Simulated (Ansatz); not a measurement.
BeO:
```cif
data_Be2O2
_chemical_formula_sum 'Be2 O2'
_space_group_name_H-M_alt 'P63mc'
_space_group_IT_number 186
_space_group_name_Hall 'P 6c -2c'
_cell_length_a 2.69282
_cell_length_b 2.69282
_cell_length_c 4.37282
_cell_angle_alpha 90.000
_cell_angle_beta 90.000
_cell_angle_gamma 120.000
loop_
_atom_site_label
_atom_site_type_symbol
_atom_site_symmetry_multiplicity
_atom_site_Wyckoff_symbol
_atom_site_fract_x
_atom_site_fract_y
_atom_site_fract_z
_atom_site_occupancy
Be1 Be 2 b 0.66667 0.33333 0.49990 1
O1 O 2 b 0.33333 0.66667 0.37760 1
```

Relaxed with PBEsol.

Question: Give the optical modes at the zone centre with their infrared activity from DFPT, the program Ansatz at the PBEsol level (PAW).

Answer: Transverse frequencies, without the LO–TO term; a row sums one degenerate level.

| ω (cm⁻¹) | degeneracy | IR ((D/Å)²/amu) | activity | symmetry |
|---|---|---|---|---|
| 324 | 2 | 0.00 | IR-inactive | E2 |
| 690 | 1 | 27.37 | IR | A1 |
| 693 | 2 | 0.00 | IR-inactive | E2 |
| 705 | 1 | 0.00 | IR-inactive | B1 |
| 730 | 2 | 51.12 | IR | E1 |
| 871 | 1 | 0.00 | IR-inactive | B1 |

Question: How high does the top mode go among those that the LO–TO term moves?

Answer: 1082 cm⁻¹ for q along x, 1082 cm⁻¹ for q along y, 1070 cm⁻¹ for q along z.

Space group P6_3mc (wurtzite). Symmetry was held in the PBEsol relaxation; phonons on a q-mesh show no instability.

Potentials: the later of the program's two PAW sets.
